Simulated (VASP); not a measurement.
# CdSe (P6_3mc) in VASP: notebook, part 2 of 2

VASP 6.6.1. Earlier steps stand in the parts before.

## 4. Single point, PBE

This run uses another cell than the first one, of 29.76 Å³/atom.

File INCAR:

```
PREC = Accurate
ENCUT = 520
EDIFF = 1E-7
ISMEAR = 0
SIGMA = 0.05
LREAL = False
LASPH = True
NELM = 100
ALGO = Normal
ISIF = 2
LWAVE = False
LCHARG = True
GGA = PE
LELF = True
LVHAR = True
NBANDS = 26
```

File KPOINTS:

```
Automatic mesh
0
Gamma
  10 10 6
```

File POSCAR:

```
CdSe
1.0
    4.3825859336      0.0000000000      0.0000000000
   -2.1912929668      3.7954307528      0.0000000000
    0.0000000000      0.0000000000      7.1557258497
Cd Se
2 2
Direct
    0.3333333333      0.6666666667      0.0046115015
    0.6666666667      0.3333333333      0.5046115015
    0.3333333333      0.6666666667      0.3803884985
    0.6666666667      0.3333333333      0.8803884985
```

Potentials or basis: VASP PAW PBE potentials, release 64 (Cd, Se).

On the command line:

```sh
$ cat potpaw_PBE.64/Cd/POTCAR potpaw_PBE.64/Se/POTCAR > POTCAR
$ mpirun -np 1 vasp_std > vasp.out
```

OUTCAR:

```text
PREC = Accurate
   ENCUT = 520
   EDIFF = 1E-7
   ISMEAR = 0
   LREAL = False
   LASPH = True
   NELM = 100
   ISIF = 2
   GGA = PE

 ion  position               nearest neighbor table
   1  0.333  0.667  0.005-   4 2.68   4 2.68   4 2.68   3 2.69
   2  0.667  0.333  0.505-   3 2.68   3 2.68   3 2.68   4 2.69
   3  0.333  0.667  0.380-   2 2.68   2 2.68   2 2.68   1 2.69
   4  0.667  0.333  0.880-   1 2.68   1 2.68   1 2.68   2 2.69

  LATTYP: Found a hexagonal cell.
 ALAT       =     4.3825859336
 C/A-ratio  =     1.6327633863

  Lattice vectors:

 A1 = (   4.3825859336,   0.0000000000,   0.0000000000)
 A2 = (  -2.1912929668,   3.7954307528,   0.0000000000)
 A3 = (   0.0000000000,   0.0000000000,   7.1557258497)

Analysis of symmetry for initial positions (statically):
=====================================================================
 Subroutine PRICEL returns:
 Original cell was already a primitive cell.

 Routine SETGRP: Setting up the symmetry group for a
 hexagonal supercell.

 Subroutine GETGRP returns: Found 12 space group operations
 (whereof  6 operations were pure point group operations)
 out of a pool of 24 trial point group operations.

The static configuration has the point symmetry C_3v.
 The point group associated with its full space group is C_6v.

Analysis of symmetry for dynamics (positions and initial velocities):
=====================================================================
 Subroutine PRICEL returns:
 Original cell was already a primitive cell.

 Routine SETGRP: Setting up the symmetry group for a
 hexagonal supercell.

 Subroutine GETGRP returns: Found 12 space group operations
 (whereof  6 operations were pure point group operations)
 out of a pool of 24 trial point group operations.

The dynamic configuration has the point symmetry C_3v.
 The point group associated with its full space group is C_6v.

[... 119 lines left out ...]
   IALGO  =     38    algorithm
   IMIX   =      4    mixing-type and parameters
     AMIX     =   0.40;   BMIX     =  1.00
     AMIX_MAG =   1.60;   BMIX_MAG =  1.00
  volume/ion in A,a.u.               =      29.76       200.81
  Fermi-wavevector in a.u.,A,eV,Ry     =   1.098906  2.076631 16.430323  1.207595
  Thomas-Fermi vector in A             =   2.235292
   LORBIT       =      0    0 simple, 1 ext, 2 COOP (PROOUT), +10 PAW based schemes
   GGA     = PE    functional components
   LHFCALC =     F    Hartree Fock is set to
   AEXX    =    0.0000 exact exchange contribution
   IVDW    =     0    specifies the selected vdW correction
   LEPSILON=     F    determine dielectric tensor
   LRPA    =     F    only Hartree local field effects (RPA)
 non-spin polarized calculation
 Gauss-broadening in eV      SIGMA  =   0.05
  energy-cutoff  :      520.00
  volume of cell :      119.03
 maximum number of plane-waves:      3232
 NGX is ok and might be reduce to    36
   NGX = 17   NGY = 17   NGZ = 27

 number of electron      36.0000003 magnetization

 Free energy of the ion-electron system (eV)
  ---------------------------------------------------
  ext. energy  EPLUGINS =         0.00000000
  ---------------------------------------------------
  free energy    TOTEN  =       -10.99544887 eV

  energy without entropy =      -10.99544887  energy(sigma->0) =      -10.99544887

 E-fermi :   0.7182     XC(G=0):  -8.6263

 val. band max:        0.5157717833   @ k =   0.0000   0.0000   0.0000
 cond. band min:       1.0568636321   @ k =   0.0000   0.0000   0.0000
 fundamental gap:      0.5410918488
 Fermi energy:         0.7182169074

 k-point     1 :       0.0000    0.0000    0.0000
  band No.  band energies     occupation
      1     -11.7852      2.00000
      2     -11.4564      2.00000
      3      -7.2406      2.00000
      4      -7.2357      2.00000
      5      -7.2357      2.00000
      6      -7.1781      2.00000
[... 685 lines left out ...]
     25       8.3297      0.00000
     26       9.4008      0.00000

 [... further k-points ...]

------------------------ aborting loop because EDIFF is reached ----------------------------------------

  FORCE on cell =-STRESS in cart. coord.  units (eV):
  Direction    XX          YY          ZZ          XY          YZ          ZX
  --------------------------------------------------------------------------------------
  -------------------------------------------------------------------------------------
  Total        0.1884404      0.1884404      0.1731329      0.0000000     -0.0000000      0.0000000
  in kB        2.5365262      2.5365262      2.3304781      0.0000000     -0.0000000      0.0000000
  external PRESSURE =       2.4678435 kB  Pullay stress =       0.0000000 kB

 VOLUME and BASIS-vectors are now :
 -----------------------------------------------------------------------------
  energy-cutoff  :      520.00
  volume of cell :      119.03
      direct lattice vectors                 reciprocal lattice vectors
     4.382585934  0.000000000  0.000000000     0.228175788  0.131737353  0.000000000
    -2.191292967  3.795430753  0.000000000     0.000000000  0.263474706  0.000000000
     0.000000000  0.000000000  7.155725850     0.000000000  0.000000000  0.139748227

 POSITION                                       TOTAL-FORCE (eV/Angst)
 -----------------------------------------------------------------------------------
     -0.00000      2.53029      0.03300        -0.000000     -0.000000      0.003036
      2.19129      1.26514      3.61086         0.000000     -0.000000      0.003036
     -0.00000      2.53029      2.72196        -0.000000      0.000000     -0.003036
      2.19129      1.26514      6.29982         0.000000     -0.000000     -0.003036
 -----------------------------------------------------------------------------------
    total drift:                               -0.000000     -0.000000      0.000453

  FREE ENERGIE OF THE ION-ELECTRON SYSTEM (eV)
  ---------------------------------------------------
  free  energy   TOTEN  =       -10.9954488749 eV

  energy  without entropy=      -10.9954488749  energy(sigma->0) =      -10.99544887
```

OSZICAR:

```text
N       E                     dE             d eps       ncg     rms          rms(c)
DAV:   1     0.236953924063E+03    0.23695E+03   -0.16858E+04  2912   0.123E+03
DAV:   2     0.951674035524E+00   -0.23600E+03   -0.22847E+03  3192   0.305E+02
DAV:   3    -0.116560499058E+02   -0.12608E+02   -0.12536E+02  3468   0.699E+01
DAV:   4    -0.117634095740E+02   -0.10736E+00   -0.10726E+00  3238   0.611E+00
DAV:   5    -0.117640841104E+02   -0.67454E-03   -0.67452E-03  3332   0.469E-01    0.782E+00
DAV:   6    -0.110268798643E+02    0.73720E+00   -0.12757E+00  3246   0.105E+01    0.628E+00
DAV:   7    -0.109950923570E+02    0.31788E-01   -0.47239E-01  3084   0.345E+00    0.258E+00
DAV:   8    -0.109950995186E+02   -0.71616E-05   -0.42160E-02  3016   0.202E+00    0.358E-01
DAV:   9    -0.109951742333E+02   -0.74715E-04   -0.62015E-03  3244   0.867E-01    0.898E-02
DAV:  10    -0.109953662485E+02   -0.19202E-03   -0.76018E-04  3008   0.285E-01    0.710E-02
DAV:  11    -0.109954581246E+02   -0.91876E-04   -0.23117E-04  3004   0.845E-02    0.266E-02
DAV:  12    -0.109954468801E+02    0.11245E-04   -0.34343E-05  3138   0.566E-02    0.834E-03
DAV:  13    -0.109954489584E+02   -0.20783E-05   -0.11993E-05  2984   0.151E-02    0.891E-03
DAV:  14    -0.109954488749E+02    0.83486E-07   -0.75424E-07  3210   0.476E-03
   1 F= -.10995449E+02 E0= -.10995449E+02  d E =-.714183E-11
```

stdout:

```text
POSCAR found type information on POSCAR CdSe
 POSCAR found :  2 types and       4 ions
 scaLAPACK will be used
 LDA part: xc-table for (Slater+PW92), standard interpolation
 POSCAR, INCAR and KPOINTS ok, starting setup
 FFT: planning ... GRIDC
 FFT: planning ... GRID_SOFT
 FFT: planning ... GRID
 WAVECAR not read
 entering main loop
```

It took 3.8 min on 1 thread of Intel Xeon 8259CL, shared host; peak memory 0.34 GiB.

What came out:

```
Free energy            : -10.9954 eV
Pressure               : 0.2 GPa
Largest force          : 0.003 eV/Å
Band gap on the k mesh : 0.54 eV
```

Forces on the atoms (eV/Å):
```
Cd   0.000  0.000  0.003
Cd   0.000  0.000  0.003
Se   0.000  0.000 -0.003
Se   0.000  0.000 -0.003
```

Levels at points of the mesh, in eV from the valence-band top:
| k point | band 16 | band 17 | band 18 | band 19 | band 20 | band 21 |
| --- | --- | --- | --- | --- | --- | --- |
| (0.00, 0.00, 0.00) | -0.04 | 0.00 | 0.00 | 0.54 | 2.14 | 5.85 |
| (0.50, 0.00, 0.00) | -1.67 | -1.20 | -0.68 | 3.09 | 3.33 | 4.78 |
| (0.00, 0.00, 0.50) | -0.36 | -0.36 | -0.36 | 2.26 | 2.26 | 5.76 |
| (0.50, 0.00, 0.50) | -1.24 | -1.22 | -1.22 | 2.90 | 2.90 | 4.83 |

## 5. Single point, PBE (30.95 Å³/atom)

This run uses another cell than the first one, of 30.95 Å³/atom.

File INCAR:

```
SYSTEM = CdSe
PREC = Accurate
ENCUT = 520
EDIFF = 1E-6
ISMEAR = 0
SIGMA = 0.05
LREAL = .FALSE.
LASPH = .TRUE.
NELM = 100
ALGO = Normal
ISIF = 2
LWAVE = .FALSE.
LCHARG = .FALSE.
GGA = PE
NBANDS = 26
```

File KPOINTS:

```
Automatic mesh
0
G
  10 10 6
  0 0 0
```

File POSCAR:

```
CdSe
1.0
    4.4402581517      0.0000000000      0.0000000000
   -2.2201290759      3.8453763587      0.0000000000
    0.0000000000      0.0000000000      7.2498909358
Cd Se
2 2
Direct
    0.3333333333      0.6666666667      0.0046115015
    0.6666666667      0.3333333333      0.5046115015
    0.3333333333      0.6666666667      0.3803884985
    0.6666666667      0.3333333333      0.8803884985
```

Potentials or basis: VASP PAW PBE potentials, release 64 (Cd, Se).

On the command line:

```sh
$ cat potpaw_PBE.64/Cd/POTCAR potpaw_PBE.64/Se/POTCAR > POTCAR
$ mpirun -np 1 vasp_std > vasp.out
```

OUTCAR:

```text
SYSTEM = CdSe
   PREC = Accurate
   ENCUT = 520
   EDIFF = 1E-6
   ISMEAR = 0
   LREAL = .FALSE.
   LASPH = .TRUE.
   NELM = 100
   ISIF = 2
   GGA = PE

 ion  position               nearest neighbor table
   1  0.333  0.667  0.005-   4 2.72   4 2.72   4 2.72   3 2.72
   2  0.667  0.333  0.505-   3 2.72   3 2.72   3 2.72   4 2.72
   3  0.333  0.667  0.380-   2 2.72   2 2.72   2 2.72   1 2.72
   4  0.667  0.333  0.880-   1 2.72   1 2.72   1 2.72   2 2.72

  LATTYP: Found a hexagonal cell.
 ALAT       =     4.4402581517
 C/A-ratio  =     1.6327633863
[... 896 lines left out ...]
  Direction    XX          YY          ZZ          XY          YZ          ZX
  --------------------------------------------------------------------------------------
  -------------------------------------------------------------------------------------
  Total       -1.0691122     -1.0691122     -1.0808703      0.0000000     -0.0000000      0.0000000
  in kB      -13.8374261    -13.8374261    -13.9896110      0.0000000     -0.0000000      0.0000000
  external PRESSURE =     -13.8881544 kB  Pullay stress =       0.0000000 kB

 VOLUME and BASIS-vectors are now :
 -----------------------------------------------------------------------------
  energy-cutoff  :      520.00
  volume of cell :      123.79
      direct lattice vectors                 reciprocal lattice vectors
     4.440258152  0.000000000  0.000000000     0.225212131  0.130026284  0.000000000
    -2.220129076  3.845376359  0.000000000     0.000000000  0.260052569  0.000000000
     0.000000000  0.000000000  7.249890936     0.000000000  0.000000000  0.137933109

 POSITION                                       TOTAL-FORCE (eV/Angst)
 -----------------------------------------------------------------------------------
     -0.00000      2.56358      0.03343         0.000000     -0.000000     -0.000236
      2.22013      1.28179      3.65838         0.000000      0.000000     -0.000236
     -0.00000      2.56358      2.75778         0.000000     -0.000000      0.000236
      2.22013      1.28179      6.38272        -0.000000      0.000000      0.000236
 -----------------------------------------------------------------------------------
    total drift:                               -0.000000     -0.000000      0.000408

  FREE ENERGIE OF THE ION-ELECTRON SYSTEM (eV)
  ---------------------------------------------------
  free  energy   TOTEN  =       -10.9777446290 eV

  energy  without entropy=      -10.9777446290  energy(sigma->0) =      -10.97774463
```

Run time: 3.9 min. Hardware: 1 thread of Intel Xeon 8259CL, shared host; peak memory 0.34 GiB.

Results:

| Quantity | Value |
| --- | --- |
| Free energy | -10.9777 eV |
| Pressure | -1.4 GPa |
| Band gap on the k mesh | 0.45 eV |

Levels at points of the mesh, in eV from the valence-band top:
| k point | band 16 | band 17 | band 18 | band 19 | band 20 | band 21 |
| --- | --- | --- | --- | --- | --- | --- |
| (0.00, 0.00, 0.00) | -0.04 | 0.00 | 0.00 | 0.45 | 2.10 | 5.84 |
| (0.50, 0.00, 0.00) | -1.56 | -1.11 | -0.63 | 3.00 | 3.31 | 4.79 |
| (0.00, 0.00, 0.50) | -0.33 | -0.33 | -0.33 | 2.18 | 2.18 | 5.70 |
| (0.50, 0.00, 0.50) | -1.15 | -1.13 | -1.13 | 2.86 | 2.86 | 4.81 |

A hybrid or GW would open this gap; PBE tends to underestimate it.

## 6. Relaxation of shape and atoms at fixed volume, PBE (30.95 Å³/atom)

This run uses another cell than the first one, of 30.95 Å³/atom.

File INCAR:

```
SYSTEM = CdSe
ALGO = Normal ; EDIFF = 1E-6
EDIFFG = -0.01 ; ENCUT = 600
GGA = PE ; IBRION = 2
ISIF = 4 ; ISMEAR = 0
LASPH = .TRUE. ; LCHARG = .FALSE.
LREAL = .FALSE. ; LWAVE = .FALSE.
NELM = 100 ; NSW = 60
PREC = Accurate ; SIGMA = 0.05
```

File KPOINTS:

```
k-points
0
G
  10 10 6
  0 0 0
```

POSCAR is that of step 5.

Potentials or basis: VASP PAW PBE potentials, release 64 (Cd, Se).

On the command line:

```sh
$ cat potpaw_PBE.64/Cd/POTCAR potpaw_PBE.64/Se/POTCAR > POTCAR
$ mpirun -np 1 vasp_std > vasp.out
```

Run time: 3.4 min. Hardware: 1 thread of AMD EPYC 7R43 (Zen 3), shared host; peak memory 0.32 GiB.

Results (log left out):

* Free energy: -10.9772 eV
* Pressure after relaxing: -1.4 GPa
* Band gap on the k mesh: 0.45 eV

Final structure:
```cif
data_structure
_symmetry_space_group_name_H-M 'P 1'
_symmetry_Int_Tables_number 1
_cell_length_a 4.4403
_cell_length_b 4.4403
_cell_length_c 7.2499
_cell_angle_alpha 90.000
_cell_angle_beta 90.000
_cell_angle_gamma 120.000
_cell_volume 123.79
loop_
_atom_site_label
_atom_site_type_symbol
_atom_site_fract_x
_atom_site_fract_y
_atom_site_fract_z
_atom_site_occupancy
Cd1 Cd 0.33333 0.66667 0.00461 1
Cd2 Cd 0.66667 0.33333 0.50461 1
Se1 Se 0.33333 0.66667 0.38039 1
Se2 Se 0.66667 0.33333 0.88039 1
```

Levels at points of the mesh, in eV from the valence-band top:
```tsv
k point	band 16	band 17	band 18	band 19	band 20	band 21
(0.00, 0.00, 0.00)	-0.04	0.00	0.00	0.45	2.10	5.84
(0.50, 0.00, 0.00)	-1.56	-1.11	-0.63	3.00	3.31	4.79
(0.00, 0.00, 0.50)	-0.33	-0.33	-0.33	2.18	2.18	5.70
(0.50, 0.00, 0.50)	-1.15	-1.13	-1.13	2.86	2.86	4.81
```

Caveat: the relaxation stopped at its first step, so nothing moved.

## 7. The runs side by side

| task | cell | cutoff (eV) | gap on the mesh (eV) | pressure (GPa) |
| --- | --- | --- | --- | --- |
| single point | a = 4.261, b = 4.261, c = 6.963 Å, angles 90.0, 90.0, 120.0°, 4 atoms | 520 | 0.72 | 4.9 |
| single point | a = 4.323, b = 4.323, c = 7.059 Å, angles 90.0, 90.0, 120.0°, 4 atoms | 520 | 0.63 | 2.3 |
| single point | a = 4.383, b = 4.383, c = 7.156 Å, angles 90.0, 90.0, 120.0°, 4 atoms | 520 | 0.54 | 0.2 |
| single point | a = 4.440, b = 4.440, c = 7.250 Å, angles 90.0, 90.0, 120.0°, 4 atoms | 520 | 0.45 | -1.4 |
| relaxation of shape and atoms at fixed volume | relaxed from a = 4.440, b = 4.440, c = 7.250 Å, angles 90.0, 90.0, 120.0°, 4 atoms | 600 | 0.45 | -1.4 |

Alike in all rows: level PBE; potentials or basis VASP PAW PBE potentials, release 64 (Cd, Se); no spin polarisation; k mesh 10 × 10 × 6; smearing gaussian 0.05 eV.

Caveats: the cell stands under pressure (at least some runs); the relaxation stopped at its first step, so nothing moved (at least some runs).

Absolute energies hang on the potentials; compare differences alone.

## 8. Against experiment

Step 4. Against the measured gap of CdSe, 1.841 eV (2 K; a printed reference work, data compilation), the calculated 0.54 eV is off by -1.30 eV. So large a miss can be the level of theory's own, or it may mean another phase, state or a wrong row. Spin-orbit coupling on Cd, Se is left out. The value is that of PBE, without temperature or zero-point motion. Semilocal functionals fall short of measured gaps as a rule.
